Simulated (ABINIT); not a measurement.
# Eu (Im-3m) in ABINIT: single point with PBE

Aim: the single point of Eu with PBE.

Everything below comes from runs of ABINIT 10.8.3 (patched build). Logs are shortened: lines on timing, memory, paths and dates and some standing lists are left out, and cuts for length are marked. The log counts tension as positive stress, the text compression.

## Step 1: The crystal as given

The structure is cubic, space group Im-3m (No. 229). The conventional cell has a = 4.606 Å, b = 4.606 Å, c = 4.606 Å, α = 90.00°, β = 90.00°, γ = 90.00°. Around Eu (site symmetry m-3m) lie 8 Eu at 3.99 Å.

## Step 2: Single point, PBE, collinear spin, ferromagnetic start

File run.abi:

```
# Pseudopotentials
pp_dirpath "./"
pseudos "Eu.upf"

# Structure
acell 3*1.0 Angstrom
rprim
    -2.3030000000     2.3030000000     2.3030000000
     2.3030000000    -2.3030000000     2.3030000000
     2.3030000000     2.3030000000    -2.3030000000
ntypat 1
znucl 63
natom 1
typat 1
xred
     0.0000000000     0.0000000000     0.0000000000

# Plane-wave basis
ecut 21.0

# k points
kptopt 1
ngkpt 6 6 6
nshiftk 1
shiftk 0.0 0.0 0.0

# Exchange and correlation
ixc 11

# Bands and occupations
nband 15
occopt 3
tsmear 0.05 eV

# Spin
nsppol 2
spinat
     0.0000000000     0.0000000000     7.0000000000

# SCF cycle
nstep 100
tolvrs 1.0e-10

# Output
iomode 3
prtwf 0
prtden 0
prteig 0
prtebands 0
enunit 1
```

Potentials or basis: PseudoDojo NC SR PBE v0.4 lanthanides 3+ (4f in core; v0.4.1 standard for the other elements).

Command:

```bash
abinit run.abi > log 2>&1
```

run.abo:

```text
.Version 10.8.3 of ABINIT
 Symmetries : space group Im -3 m (#229); Bravais cI (body-center cubic)
================================================================================
 Values of the parameters that define the memory need of the present run
     intxc =       0    ionmov =       0      iscf =       7    lmnmax =       7
     lnmax =       7     mgfft =      32  mpssoang =       4    mqgrid =    3001
     natom =       1  nloc_mem =       1    nspden =       2   nspinor =       1
    nsppol =       2      nsym =      48    n1xccc =    2501    ntypat =       1
    occopt =       3   xclevel =       2
       mpw =        1525          nfft =       32768          nkpt =          16
================================================================================
================================================================================

--------------------------------------------------------------------------------
------------- Echo of variables that govern the present computation ------------
--------------------------------------------------------------------------------
 -outvars: echo values of preprocessed input variables --------
            acell      1.8897261259E+00  1.8897261259E+00  1.8897261259E+00 Bohr
              amu      1.51965000E+02
             ecut      2.10000000E+01 Hartree
           enunit           1
              ixc          11
         kptrlatt        6    0    0      0    6    0      0    0    6
          kptrlen      4.52277188E+01
            natom           1
            nband          15
            ngfft          32      32      32
             nkpt          16
           nspden           2
           nsppol           2
            nstep         100
             nsym          48
           ntypat           1
           occopt           3
           prtden           0
        prtebands           0
           prteig           0
            prtwf           0
            rprim     -2.3030000000E+00  2.3030000000E+00  2.3030000000E+00
                       2.3030000000E+00 -2.3030000000E+00  2.3030000000E+00
                       2.3030000000E+00  2.3030000000E+00 -2.3030000000E+00
          spgroup         229
           spinat      0.0000000000E+00  0.0000000000E+00  7.0000000000E+00
           tolvrs      1.00000000E-10
           tsmear      1.83746611E-03 Hartree
            typat      1
            znucl       63.00000

================================================================================

 chkinp: Checking input parameters for consistency.

================================================================================
== DATASET  1 ==================================================================

--- !DatasetInfo
iteration_state: {dtset: 1, }
dimensions: {natom: 1, nkpt: 16, mband: 15, nsppol: 2, nspinor: 1, nspden: 2, mpw: 1525, }
cutoff_energies: {ecut:  21.0, pawecutdg:  -1.0, }
electrons: {nelect:   1.10000000E+01, charge:   0.00000000E+00, occopt:   3.00000000E+00, tsmear:   1.83746611E-03, }
meta: {optdriver: 0, ionmov: 0, optcell: 0, iscf: 7, paral_kgb: 0, }
...

 Exchange-correlation functional for the present dataset will be:
  GGA: Perdew-Burke-Ernzerhof functional - ixc=11
  J.P.Perdew, K.Burke, M.Ernzerhof, PRL 77, 3865 (1996)

 Real(R)+Recip(G) space primitive vectors, cartesian coordinates (Bohr,Bohr^-1):
 R(1)= -4.3520393  4.3520393  4.3520393  G(1)=  0.0000000  0.1148887  0.1148887
 R(2)=  4.3520393 -4.3520393  4.3520393  G(2)=  0.1148887  0.0000000  0.1148887
 R(3)=  4.3520393  4.3520393 -4.3520393  G(3)=  0.1148887  0.1148887  0.0000000
 Unit cell volume ucvol=  3.2971477E+02 bohr^3
 Angles (23,13,12)=  1.09471221E+02  1.09471221E+02  1.09471221E+02 degrees

 getcut: wavevector=  0.0000  0.0000  0.0000  ngfft=  32  32  32
         ecut(hartree)=     21.000   => boxcut(ratio)=   2.05990

--- Pseudopotential description ------------------------------------------------
- pspini: atom type   1  psp file is ./Eu.upf
12 -101130 3 -1 1742                          pspcod,pspxc,lmax,lloc,mmax
     nproj     2     2     2     1

   3.19846593E+02                                ecore*ucvol(ha*bohr**3)
--------------------------------------------------------------------------------

================================================================================

--- !BeginCycle
iteration_state: {dtset: 1, }
solver: {iscf: 7, nstep: 100, nline: 4, wfoptalg: 0, }
tolerances: {tolvrs: 1.00E-10, }
...

     iter   Etot(hartree)      deltaE(h)  residm     vres2   difmagsph maxmagsph
 ETOT  1  -40.813161075564    -4.081E+01 4.641E-02 6.575E+01 5.269E-01 5.269E-01
 ETOT  2  -40.837534991836    -2.437E-02 2.201E-03 1.647E+01 2.156E-01 3.113E-01
 ETOT  3  -40.841380667249    -3.846E-03 1.529E-03 2.773E+00 1.097E-01 2.016E-01
 ETOT  4  -40.842762643921    -1.382E-03 1.914E-03 3.699E-01 9.266E-02 1.089E-01
 ETOT  5  -40.842830872817    -6.823E-05 4.280E-04 6.466E-02 8.492E-03 1.004E-01
 ETOT  6  -40.842846936245    -1.606E-05 2.545E-04 1.542E-02 6.448E-03 9.397E-02
 ETOT  7  -40.842848800963    -1.865E-06 3.293E-04 2.836E-03 3.743E-04 9.359E-02
 ETOT  8  -40.842849143883    -3.429E-07 2.830E-04 7.648E-05 6.134E-04 9.421E-02
 ETOT  9  -40.842849153956    -1.007E-08 2.939E-04 2.099E-05 9.487E-05 9.430E-02
 ETOT 10  -40.842849157223    -3.267E-09 2.281E-04 3.428E-07 1.409E-05 9.429E-02
 ETOT 11  -40.842849157261    -3.833E-11 2.025E-04 4.494E-09 4.553E-07 9.429E-02
 ETOT 12  -40.842849157261     4.619E-13 1.488E-04 1.696E-10 1.998E-06 9.429E-02
 ETOT 13  -40.842849157261     8.527E-14 1.199E-04 1.044E-11 4.195E-07 9.429E-02

 At SCF step   13       vres2   =  1.04E-11 < tolvrs=  1.00E-10 =>converged.

 Cartesian components of stress tensor (hartree/bohr^3)
  sigma(1 1)=  2.64192077E-04  sigma(3 2)=  0.00000000E+00
  sigma(2 2)=  2.64192077E-04  sigma(3 1)=  0.00000000E+00
  sigma(3 3)=  2.64192077E-04  sigma(2 1)=  0.00000000E+00

--- !ResultsGS
iteration_state: {dtset: 1, }
comment   : Summary of ground state results
lattice_vectors:
- [ -4.3520393,   4.3520393,   4.3520393, ]
- [  4.3520393,  -4.3520393,   4.3520393, ]
- [  4.3520393,   4.3520393,  -4.3520393, ]
lattice_lengths: [   7.53795,    7.53795,    7.53795, ]
lattice_angles: [109.471, 109.471, 109.471, ] # degrees, (23, 13, 12)
lattice_volume:   3.2971477E+02
convergence: {deltae:  8.527E-14, res2:  1.044E-11, residm:  1.199E-04, diffor: null, }
etotal    :  -4.08428492E+01
entropy   :   0.00000000E+00
fermie    :   1.51653480E-01
cartesian_stress_tensor: # hartree/bohr^3
- [  2.64192077E-04,   0.00000000E+00,   0.00000000E+00, ]
- [  0.00000000E+00,   2.64192077E-04,   0.00000000E+00, ]
- [  0.00000000E+00,   0.00000000E+00,   2.64192077E-04, ]
pressure_GPa:  -7.7728E+00
xred      :
- [  0.0000E+00,   0.0000E+00,   0.0000E+00, Eu]
cartesian_forces: # hartree/bohr
- [ -0.00000000E+00,  -0.00000000E+00,  -0.00000000E+00, ]
force_length_stats: {min:   0.00000000E+00, max:   0.00000000E+00, mean:   0.00000000E+00, }
...

 Integrated electronic and magnetization densities in atomic spheres:
 ------------------------------------------------------------------------------------------------------------
 Radius=ratsph(iatom), smearing ratsm=  0.0000. Diff(up-dn)=approximate z local magnetic moment.
    Atom    Radius    up_density   dn_density  Total(up+dn)  Diff(up-dn)
    1 Eu   2.00000     3.560019     3.465728      7.025747     0.094291
 ------------------------------------------------------------------------------------------------------------
  Sum:                 3.560019     3.465728      7.025747     0.094291
 Total magnetization (from the atomic spheres):                0.094291
 Total magnetization (exact up - dn):                          0.549223

================================================================================

 ----iterations are completed or convergence reached----

 Mean square residual over all n,k,spin=   29.395E-08; max=  11.992E-05
 reduced coordinates (array xred) for    1 atoms
       0.000000000000      0.000000000000      0.000000000000
 rms dE/dt=  0.0000E+00; max dE/dt=  0.0000E+00; dE/dt below (all hartree)
    1       0.000000000000      0.000000000000      0.000000000000

 cartesian coordinates (angstrom) at end:
    1      0.00000000000000     0.00000000000000     0.00000000000000

 cartesian forces (hartree/bohr) at end:
    1     -0.00000000000000    -0.00000000000000    -0.00000000000000
 frms,max,avg= 0.0000000E+00 0.0000000E+00   0.000E+00  0.000E+00  0.000E+00 h/b

 cartesian forces (eV/Angstrom) at end:
    1     -0.00000000000000    -0.00000000000000    -0.00000000000000
 frms,max,avg= 0.0000000E+00 0.0000000E+00   0.000E+00  0.000E+00  0.000E+00 e/A
 length scales=  1.889726125908  1.889726125908  1.889726125908 bohr
              =  1.000000000000  1.000000000000  1.000000000000 angstroms
 Fermi (or HOMO) energy (eV) =   4.12670   Average Vxc (eV)=  -8.39629
 Eigenvalues (   eV  ) for nkpt=  16  k points, SPIN UP:
 kpt#   1, nband= 15, wtk=  0.00463, kpt=  0.0000  0.0000  0.0000 (reduced coord)
 -39.70957  -18.02816  -18.02816  -18.02816   -0.06345    5.12716    5.12716    5.12716
   6.64028    6.64028   12.69736   12.69736   12.69736   17.69720   17.69752
 prteigrs : prtvol=0 or 1, do not print more k-points.

 Eigenvalues (   eV  ) for nkpt=  16  k points, SPIN DOWN:
 kpt#   1, nband= 15, wtk=  0.00463, kpt=  0.0000  0.0000  0.0000 (reduced coord)
 -39.61227  -17.89864  -17.89864  -17.89864    0.32472    5.43455    5.43455    5.43455
   6.79257    6.79257   13.13732   13.13732   13.13732   17.97480   17.97537
 prteigrs : prtvol=0 or 1, do not print more k-points.

--- !EnergyTerms
iteration_state     : {dtset: 1, }
comment             : Components of total free energy in Hartree
kinetic             :  9.46409804194383E+00
hartree             :  6.74270496830081E+00
xc                  : -1.00453832009225E+01
Ewald energy        : -2.52954546292736E+01
psp_core            :  9.70070553008681E-01
local_psp           : -2.47582787502508E+01
non_local_psp       :  2.08018160819118E+00
internal            : -4.08420614090025E+01
'-kT*entropy'       : -7.87748258259331E-04
total_energy        : -4.08428491572608E+01
total_energy_eV     : -1.11139054380456E+03
band_energy         : -6.56518461703887E+00
...

 Cartesian components of stress tensor (hartree/bohr^3)
  sigma(1 1)=  2.64192077E-04  sigma(3 2)=  0.00000000E+00
  sigma(2 2)=  2.64192077E-04  sigma(3 1)=  0.00000000E+00
  sigma(3 3)=  2.64192077E-04  sigma(2 1)=  0.00000000E+00

-Cartesian components of stress tensor (GPa)         [Pressure= -7.7728E+00 GPa]
- sigma(1 1)=  7.77279925E+00  sigma(3 2)=  0.00000000E+00
- sigma(2 2)=  7.77279925E+00  sigma(3 1)=  0.00000000E+00
- sigma(3 3)=  7.77279925E+00  sigma(2 1)=  0.00000000E+00

== END DATASET(S) ==============================================================
================================================================================

 -outvars: echo values of variables after computation  --------
            acell      1.8897261259E+00  1.8897261259E+00  1.8897261259E+00 Bohr
           etotal     -4.0842849157E+01
            fcart     -0.0000000000E+00 -0.0000000000E+00 -0.0000000000E+00
            rprim     -2.3030000000E+00  2.3030000000E+00  2.3030000000E+00
                       2.3030000000E+00 -2.3030000000E+00  2.3030000000E+00
                       2.3030000000E+00  2.3030000000E+00 -2.3030000000E+00
           strten      2.6419207656E-04  2.6419207656E-04  2.6419207656E-04
                       0.0000000000E+00  0.0000000000E+00  0.0000000000E+00
 Calculation completed.
```

It took 23 s on 1 thread of Arm Neoverse V1, shared host; peak memory 0.07 GiB.

What came out:

```yaml
Free_energy: -1111.3905 eV
Pressure: -7.8 GPa
Band_gap_on_the_k_mesh: none (metal or under the smearing width)
Net_moment: 0.55 μB per cell
Site_moments: Eu +0.09 μB
Valence_electrons_inside_the_program's_atomic_spheres: Eu 7.03 (radii [1.0584] Å)
```

Caveat: the cutoff is short for stress, so the pressure is rough; spin-orbit coupling is left out, which moves the levels of the heavy elements; the 4f electrons are frozen in the core as for a trivalent ion, so they carry no moment and show no levels, and Eu and Yb are often divalent.
